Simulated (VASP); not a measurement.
# Mo (P6_3/mmc) in VASP: a series of runs

Runs on Mo. Level: LDA. Tasks: single point, relaxation of cell and atoms.

Program: VASP 6.6.1. These are calculated values, not measurements. Logs are shortened: lines on timing, memory, paths and dates and some standing lists are left out, and cuts for length are marked.

## (1) The crystal as given

Symmetry: P6_3/mmc, No. 194, hexagonal system. The conventional cell has a = 2.719 Å, b = 2.719 Å, c = 4.784 Å, α = 90.00°, β = 90.00°, γ = 120.00°. Mo (site symmetry -6m2) has 12 Mo at 2.72 to 2.86 Å as nearest neighbours.

This isn't the form of Mo at room conditions, which is bcc.

## (2) Single point, LDA

INCAR reads:

```
SYSTEM = Mo
ALGO = Fast
EDIFF = 1E-6
ENCUT = 520
ISIF = 2
ISMEAR = -1
LASPH = .True.
LCHARG = .True.
LELF = .True.
LREAL = .False.
LVHAR = .True.
LWAVE = .False.
NBANDS = 21
NELM = 100
PREC = Accurate
SIGMA = 0.1
```

KPOINTS reads:

```
k-points
0
Gamma
  22 22 11
  0 0 0
```

POSCAR reads:

```
Mo
1.0
    2.7193384109      0.0000000000      0.0000000000
   -1.3596692054      2.3550161453      0.0000000000
    0.0000000000      0.0000000000      4.7844624482
Mo
2
Direct
    0.3333333333      0.6666666667      0.2500000000
    0.6666666667      0.3333333333      0.7500000000
```

Potentials or basis: VASP PAW LDA potentials, release 64 (Mo_sv).

Launch:

```console
cat potpaw_LDA.64/Mo_sv/POTCAR > POTCAR
mpirun -np 1 vasp_std > vasp.out
```

OUTCAR:

```text
SYSTEM = Mo
   EDIFF = 1E-6
   ENCUT = 520
   ISIF = 2
   ISMEAR = -1
   LASPH = .True.
   LREAL = .False.
   NELM = 100
   PREC = Accurate

 ion  position               nearest neighbor table
   1  0.333  0.667  0.250-   2 2.86   2 2.86   2 2.86   2 2.86   2 2.86   2 2.86
   2  0.667  0.333  0.750-   1 2.86   1 2.86   1 2.86   1 2.86   1 2.86   1 2.86

  LATTYP: Found a hexagonal cell.
 ALAT       =     2.7193384109
 C/A-ratio  =     1.7594214935

  Lattice vectors:

 A1 = (   2.7193384109,   0.0000000000,   0.0000000000)
 A2 = (  -1.3596692054,   2.3550161453,   0.0000000000)
 A3 = (   0.0000000000,   0.0000000000,   4.7844624482)

Analysis of symmetry for initial positions (statically):
=====================================================================
 Subroutine PRICEL returns:
 Original cell was already a primitive cell.

 Routine SETGRP: Setting up the symmetry group for a
 hexagonal supercell.

 Subroutine GETGRP returns: Found 24 space group operations
 (whereof 12 operations were pure point group operations)
 out of a pool of 24 trial point group operations.

The static configuration has the point symmetry D_3d.
 The point group associated with its full space group is D_6h.

Analysis of symmetry for dynamics (positions and initial velocities):
=====================================================================
 Subroutine PRICEL returns:
 Original cell was already a primitive cell.

 Routine SETGRP: Setting up the symmetry group for a
 hexagonal supercell.

 Subroutine GETGRP returns: Found 24 space group operations
 (whereof 12 operations were pure point group operations)
 out of a pool of 24 trial point group operations.

The dynamic configuration has the point symmetry D_3d.
 The point group associated with its full space group is D_6h.

 Subroutine INISYM returns: Found 24 space group operations
 (whereof 12 operations are pure point group operations),
 and found     1 'primitive' translations

----------------------------------------------------------------------------------------

                                     Primitive cell

  volume of cell :      30.6401

  direct lattice vectors                    reciprocal lattice vectors
     2.719338411  0.000000000  0.000000000     0.367736504  0.212312769  0.000000000
    -1.359669205  2.355016145  0.000000000     0.000000000  0.424625539  0.000000000
     0.000000000  0.000000000  4.784462448     0.000000000  0.000000000  0.209009896

  length of vectors
     2.719338411  2.719338411  4.784462448     0.424625539  0.424625539  0.209009896

  position of ions in fractional coordinates (direct lattice)
     0.333333333  0.666666667  0.250000000
     0.666666667  0.333333333  0.750000000

  ion indices of the primitive-cell ions
   primitive index   ion index
                 1           1
                 2           2

----------------------------------------------------------------------------------------

 KPOINTS: k-points

Automatic generation of k-mesh.
 Grid dimensions read from file:
 generate k-points for:   22   22   11

 Generating k-lattice:

  Cartesian coordinates                     Fractional coordinates (reciprocal lattice)
     0.016715296  0.009650580  0.000000000     0.045454545  0.000000000  0.000000000
     0.000000000  0.019301161  0.000000000     0.000000000  0.045454545  0.000000000
     0.000000000  0.000000000  0.019000900     0.000000000  0.000000000  0.090909091

  Length of vectors
     0.019301161  0.019301161  0.019000900

  Shift w.r.t. Gamma in fractional coordinates (k-lattice)
     0.000000000  0.000000000  0.000000000

 Subroutine IBZKPT returns following result:
 ===========================================

 Found    312 irreducible k-points:

 Following reciprocal coordinates:
            Coordinates               Weight
  0.000000  0.000000  0.000000      1.000000
  0.045455  0.000000  0.000000      6.000000
  0.090909  0.000000  0.000000      6.000000
  0.136364  0.000000  0.000000      6.000000
  0.181818 -0.000000  0.000000      6.000000
  0.227273  0.000000  0.000000      6.000000
[... 16 lines left out ...]
  0.090909  0.090909  0.000000      6.000000
  0.136364  0.090909  0.000000     12.000000
 [... further k-points ...]
   k-points           NKPTS =    312   k-points in BZ     NKDIM =    312   number of bands    NBANDS=     21
   number of dos      NEDOS =    301   number of ions     NIONS =      2
   total plane-waves  NPLWV =  14400
   dimension x,y,z NGX =    20 NGY =   20 NGZ =   36
   dimension x,y,z NGXF=    40 NGYF=   40 NGZF=   72
   ions per type =               2
   NGX,Y,Z   is equivalent  to a cutoff of  12.23, 12.23, 12.51 a.u.
   NGXF,Y,Z  is equivalent  to a cutoff of  24.45, 24.45, 25.02 a.u.
 SYSTEM =  Mo
   PREC   = accura    normal or accurate (medium, high low for compatibility)
   ISTART =      0    job   : 0-new  1-cont  2-samecut
   ICHARG =      2    charge: 1-file 2-atom 10-const
   ISPIN  =      1    spin polarized calculation?
   LNONCOLLINEAR =      F non collinear calculations
   LSORBIT =      F    spin-orbit coupling
   LASPH  =      T    aspherical Exc in radial PAW
   ENCUT  =  520.0 eV  38.22 Ry    6.18 a.u.   5.06  5.06  8.90*2*pi/ulx,y,z
   NELM   =    100;   NELMIN=  2; NELMDL= -5     # of ELM steps
   EDIFF  = 0.1E-05   stopping-criterion for ELM
   LREAL  =      F    real-space projection
   EDIFFG = 0.1E-04   stopping-criterion for IOM
   NSW    =      0    number of steps for IOM
   IBRION =     -1    ionic relax: 0-MD 1-quasi-New 2-CG
   NFREE  =      0    steps in history (QN), initial steepest desc. (CG)
   ISIF   =      2    stress and relaxation
   ISYM   =      2    0-nonsym 1-usesym 2-fastsym
   POTIM  = 0.5000    time-step for ionic-motion
   TEBEG  =    0.0;   TEEND  =   0.0 temperature during run
   PSTRESS=    0.0 pullay stress
   NELECT =      28.0000    total number of electrons
   NUPDOWN=      -1.0000    fix difference up-down
   EMIN   =  10.00;   EMAX   =-10.00  energy-range for DOS
   EFERMI =   0.00;   METHOD = LEGACY
   ISMEAR =    -1;   SIGMA  =   0.10  broadening in eV -4-tet -1-fermi 0-gaus
   EFERMI_NEDOS =   21; number of points for ismear=-14 and -15
   IALGO  =     68    algorithm
   IMIX   =      4    mixing-type and parameters
     AMIX     =   0.40;   BMIX     =  1.00
     AMIX_MAG =   1.60;   BMIX_MAG =  1.00
  volume/ion in A,a.u.               =      15.32       103.38
  Fermi-wavevector in a.u.,A,eV,Ry     =   1.588659  3.002131 34.338901  2.523838
  Thomas-Fermi vector in A             =   2.687629
   LORBIT       =      0    0 simple, 1 ext, 2 COOP (PROOUT), +10 PAW based schemes
   GGA     = CA    functional components
   LHFCALC =     F    Hartree Fock is set to
   AEXX    =    0.0000 exact exchange contribution
   IVDW    =     0    specifies the selected vdW correction
   LEPSILON=     F    determine dielectric tensor
   LRPA    =     F    only Hartree local field effects (RPA)
 non-spin polarized calculation
 RMM-DIIS sequential band-by-band and
  energy-cutoff  :      520.00
  volume of cell :       30.64
 maximum number of plane-waves:       838
   NGX = 11   NGY = 11   NGZ = 17

 number of electron      28.0000002 magnetization

 Free energy of the ion-electron system (eV)
  ---------------------------------------------------
  ext. energy  EPLUGINS =         0.00000000
  ---------------------------------------------------
  free energy    TOTEN  =       -23.41165771 eV

  energy without entropy =      -23.32554823  energy(sigma->0) =      -23.36860297

 E-fermi :  12.4694     XC(G=0): -13.6945

 val. band max:       12.4687557040   @ k =   0.1818   0.0909   0.0000
 cond. band min:      12.4712999161   @ k =   0.4091   0.0455   0.1818
 fundamental gap:      0.0025442121
 Fermi energy:        12.4693685491

 k-point     1 :       0.0000    0.0000    0.0000
  band No.  band energies     occupation
      1     -48.0110      2.00000
      2     -47.8057      2.00000
      3     -22.8652      2.00000
      4     -21.5808      2.00000
      5     -21.4514      2.00000
      6     -21.4514      2.00000
[... 13 lines left out ...]
     20      16.0472      0.00000
     21      22.8624      0.00000

 k-point     2 :       0.0455    0.0000    0.0000
  band No.  band energies     occupation
      1     -48.0052      2.00000
      2     -47.8018      2.00000
      3     -22.8552      2.00000
      4     -21.5822      2.00000
      5     -21.4824      2.00000
      6     -21.4600      2.00000
[... 13 lines left out ...]
     20      16.4093      0.00000
     21      22.8517      0.00000

 k-point     3 :       0.0909    0.0000    0.0000
  band No.  band energies     occupation
      1     -47.9885      2.00000
      2     -47.7904      2.00000
      3     -22.8255      2.00000
      4     -21.5867      2.00000
      5     -21.5726      2.00000
      6     -21.4849      2.00000
[... 13 lines left out ...]
     20      17.2033      0.00000
     21      22.8110      0.00000

 k-point     4 :       0.1364    0.0000    0.0000
  band No.  band energies     occupation
      1     -47.9619      2.00000
      2     -47.7726      2.00000
      3     -22.7776      2.00000
      4     -21.7140      2.00000
      5     -21.5948      2.00000
      6     -21.5837      2.00000
[... 13 lines left out ...]
     20      18.1455      0.00000
     21      22.7246      0.00000

 k-point     5 :       0.1818   -0.0000    0.0000
  band No.  band energies     occupation
      1     -47.9271      2.00000
      2     -47.7498      2.00000
      3     -22.7136      2.00000
      4     -21.8938      2.00000
      5     -21.7604      2.00000
      6     -21.6073      2.00000
[... 13 lines left out ...]
     20      19.1339      0.00000
     21      22.5887      0.00000
[... 382 lines left out ...]
     20      21.4913      0.00000
     21      23.6540      0.00000

 k-point    22 :       0.4545    0.0455    0.0000
  band No.  band energies     occupation
      1     -47.6986      2.00000
      2     -47.6320      2.00000
      3     -22.9007      2.00000
      4     -22.7167      2.00000
      5     -22.2103      2.00000
      6     -21.8570      2.00000
[... 13 lines left out ...]
     20      20.6208      0.00000
     21      23.9274      0.00000

 k-point    23 :       0.0909    0.0909    0.0000
  band No.  band energies     occupation
      1     -47.9466      2.00000
      2     -47.7625      2.00000
      3     -22.7497      2.00000
      4     -21.7718      2.00000
      5     -21.6900      2.00000
      6     -21.6000      2.00000
[... 13 lines left out ...]
     20      18.6458      0.00000
     21      22.6726      0.00000

 k-point    24 :       0.1364    0.0909    0.0000
  band No.  band energies     occupation
      1     -47.9130      2.00000
      2     -47.7408      2.00000
      3     -22.6871      2.00000
      4     -21.9289      2.00000
      5     -21.8522      2.00000
      6     -21.6131      2.00000
[... 13 lines left out ...]
     20      19.5688      0.00000
     21      22.5475      0.00000

 [... further k-points ...]

------------------------ aborting loop because EDIFF is reached ----------------------------------------

  FORCE on cell =-STRESS in cart. coord.  units (eV):
  Direction    XX          YY          ZZ          XY          YZ          ZX
  --------------------------------------------------------------------------------------
  -------------------------------------------------------------------------------------
  Total        0.2155706      0.2155706      0.2501364      0.0000000     -0.0000000      0.0000000
  in kB       11.2722313     11.2722313     13.0796823      0.0000000     -0.0000000      0.0000000
  external PRESSURE =      11.8747150 kB  Pullay stress =       0.0000000 kB

 VOLUME and BASIS-vectors are now :
 -----------------------------------------------------------------------------
  energy-cutoff  :      520.00
  volume of cell :       30.64
      direct lattice vectors                 reciprocal lattice vectors
     2.719338411  0.000000000  0.000000000     0.367736504  0.212312769  0.000000000
    -1.359669205  2.355016145  0.000000000     0.000000000  0.424625539  0.000000000
     0.000000000  0.000000000  4.784462448     0.000000000  0.000000000  0.209009896

 POSITION                                       TOTAL-FORCE (eV/Angst)
 -----------------------------------------------------------------------------------
     -0.00000      1.57001      1.19612         0.000000      0.000000      0.000000
      1.35967      0.78501      3.58835        -0.000000     -0.000000      0.000000
 -----------------------------------------------------------------------------------
    total drift:                               -0.000000      0.000000     -0.000000

  FREE ENERGIE OF THE ION-ELECTRON SYSTEM (eV)
  ---------------------------------------------------
  free  energy   TOTEN  =       -23.4116577054 eV

  energy  without entropy=      -23.3255482342  energy(sigma->0) =      -23.36860297
```

Run time: 63 s. Hardware: 1 thread of Intel Xeon 6975P-C (Granite Rapids), shared host; peak memory 0.25 GiB.

Results:

| Item | Value |
| --- | --- |
| Free energy | -23.4117 eV |
| Pressure | 1.2 GPa |
| Band gap on the k mesh | none (metal or under the smearing width) |

Stress tensor (GPa, compression positive):
```
1.13 0.00 0.00
0.00 1.13 0.00
0.00 0.00 1.31
```

## (3) Single point, LDA

This run uses another cell than the first one, of 16.55 Å³/atom, 1.080 times its volume.

INCAR reads:

```
PREC     = Accurate       # precision mode
ENCUT    = 520            # plane-wave cutoff, eV
EDIFF    = 1E-7           # SCF threshold, eV
ISMEAR   = -1             # smearing method
SIGMA    = 0.1            # smearing width, eV
LREAL    = F              # projectors in reciprocal space
LASPH    = T              # aspherical terms in the spheres
NELM     = 60             # most SCF steps
ALGO     = Normal         # electronic algorithm
ISIF     = 2              # what is computed and relaxed
LWAVE    = F              # write WAVECAR
LCHARG   = F              # write CHGCAR
GGA      = CA             # functional
NBANDS   = 21             # bands
```

KPOINTS reads:

```
Automatic mesh
0
Gamma
  15 15 8
```

POSCAR reads:

```
Mo
1.0
    2.7900019641      0.0000000000      0.0000000000
   -1.3950009820      2.4162125775      0.0000000000
    0.0000000000      0.0000000000      4.9087894225
Mo
2
Direct
    0.3333333333      0.6666666667      0.2500000000
    0.6666666667      0.3333333333      0.7500000000
```

Potentials or basis: VASP PAW LDA potentials, release 64 (Mo_sv).

Launch:

```console
cat potpaw_LDA.64/Mo_sv/POTCAR > POTCAR
mpirun -np 1 vasp_std > vasp.out
```

Wall time 28 s (1 thread of Intel Xeon 6975P-C (Granite Rapids), shared host); peak memory 0.19 GiB.

Results (log left out):

```
Free energy            : -23.2875 eV
Pressure               : -16.7 GPa
Band gap on the k mesh : none (metal or under the smearing width)
```

Stress tensor (GPa, compression positive):
```
-17.71   0.00   0.00
  0.00 -17.71   0.00
  0.00   0.00 -14.81
```

Levels at points of the mesh, in eV from the Fermi level:
| k point | band 12 | band 13 | band 14 | band 15 | band 16 | band 17 |
| --- | --- | --- | --- | --- | --- | --- |
| (0.00, 0.00, 0.00) | -0.61 | -0.61 | -0.11 | -0.11 | 0.70 | 1.33 |
| (0.00, 0.00, 0.50) | -1.74 | -0.58 | -0.58 | -0.58 | -0.58 | 2.60 |

Caveat: so large a pressure means that the cell lies far from this level's equilibrium, or that cutoff or potentials fall short.

## (4) Single point, LDA

INCAR reads:

```
  PREC = Accurate
  ENCUT = 520
  EDIFF = 1E-6
  ISMEAR = -1
  SIGMA = 0.1
  LREAL = F
  LASPH = T
  NELM = 60
  ALGO = Normal
  ISIF = 2
  LWAVE = F
  LCHARG = F
  GGA = CA
  NBANDS = 21
```

KPOINTS reads:

```
regular mesh
0
Gamma
  13 13 7
```

POSCAR reads:

```
Mo
1.0
    2.7193384109      0.0000000000      0.0000000000
   -1.3596692054      2.3550161453      0.0000000000
    0.0000000000      0.0000000000      4.7844624482
Mo
2
Direct
    0.3333333333      0.6666666667      0.2500000000
    0.6666666667      0.3333333333      0.7500000000
```

Launch:

```console
cat potpaw_LDA.64/Mo_sv/POTCAR > POTCAR
mpirun -np 1 vasp_std > vasp.out
```

It took 16 s on 1 thread of Intel Xeon 6975P-C (Granite Rapids), shared host; peak memory 0.15 GiB.

It converged, with:

- Free energy: -23.4101 eV
- Pressure: 1.1 GPa
- Band gap on the k mesh: none (metal or under the smearing width)

Stress tensor (GPa, compression positive):
```
1.19 0.00 0.00
0.00 1.19 0.00
0.00 0.00 0.92
```

Levels at points of the mesh, in eV from the Fermi level:
| k point | band 11 | band 12 | band 13 | band 14 | band 15 | band 16 | band 17 | band 18 |
| --- | --- | --- | --- | --- | --- | --- | --- | --- |
| (0.00, 0.00, 0.00) | -1.75 | -0.73 | -0.73 | -0.17 | -0.17 | 0.90 | 1.44 | 1.44 |

## (5) Relaxation of cell and atoms, LDA

This run uses another cell than the first one, of 15.59 Å³/atom, 1.017 times its volume.

INCAR reads:

```
ALGO = Normal
EDIFF = 1E-6
EDIFFG = -0.01
ENCUT = 600
GGA = CA
IBRION = 2
ISIF = 3
ISMEAR = -1
LASPH = T
LCHARG = F
LREAL = F
LWAVE = F
NELM = 60
NSW = 80
PREC = Accurate
SIGMA = 0.1
```

KPOINTS reads:

```
k-points
0
Gamma
  13 13 7
```

POSCAR reads:

```
Mo
1.0
    2.8039216218      0.0000000000      0.0000000000
   -1.4019608109      2.4282673547      0.0000000000
    0.0000000000      0.0000000000      4.5788040084
Mo
2
Direct
    0.3333333333      0.6666666667      0.2500000000
    0.6666666667      0.3333333333      0.7500000000
```

Launch:

```console
cat potpaw_LDA.64/Mo_sv/POTCAR > POTCAR
mpirun -np 1 vasp_std > vasp.out
```

It took 1.7 min on 1 thread of Intel Xeon 6975P-C (Granite Rapids), shared host; peak memory 0.18 GiB.

The run converged. Its results:

- Free energy: -23.4107 eV
- Relaxed volume: 15.38 Å³/atom
- Relaxed cell: a = 2.723 Å, b = 2.723 Å, c = 4.790 Å, α = 90.00°, β = 90.00°, γ = 120.00°
- Space group after relaxing (to 0.05 Å): P6_3/mmc (No. 194)
- Energy gained by relaxing: 22.2 meV/atom
- Ionic steps: 10
- Pressure after relaxing: 0.0 GPa
- Band gap on the k mesh: none (metal or under the smearing width)

Stress tensor (GPa, compression positive):
```
 0.07  0.00  0.00
 0.00  0.07  0.00
 0.00  0.00 -0.02
```

Step by step:
```csv
step,energy change (eV),largest force (eV/Å),pressure (GPa),volume (Å³)
1,0.0000,0.0000,-4.84,31.18
2,0.0513,0.0000,15.15,29.10
3,-0.0112,0.0000,0.52,30.54
4,-0.0203,0.0000,0.80,30.54
5,-0.0423,0.0000,1.93,30.52
6,-0.0415,0.0000,2.52,30.50
7,-0.0427,0.0000,2.16,30.51
8,-0.0414,0.0000,-2.18,31.05
9,-0.0442,0.0000,0.26,30.74
10,-0.0444,0.0000,0.04,30.76
```

Final structure:
```xyz
2
Lattice="2.7229 0.0000 0.0000 -1.3615 2.3581 0.0000 0.0000 0.0000 4.7902" Properties=species:S:1:pos:R:3 pbc="T T T"
Mo    0.0000    1.5721    1.1975
Mo    1.3615    0.7860    3.5926
```

Levels at points of the mesh, in eV from the Fermi level:
| k point | band 10 | band 11 | band 12 | band 13 | band 14 | band 15 | band 16 | band 17 | band 18 |
| --- | --- | --- | --- | --- | --- | --- | --- | --- | --- |
| (0.00, 0.00, 0.00) | -4.91 | -1.73 | -0.72 | -0.72 | -0.17 | -0.17 | 0.89 | 1.43 | 1.43 |

(Part 1 of 2 ends here.)
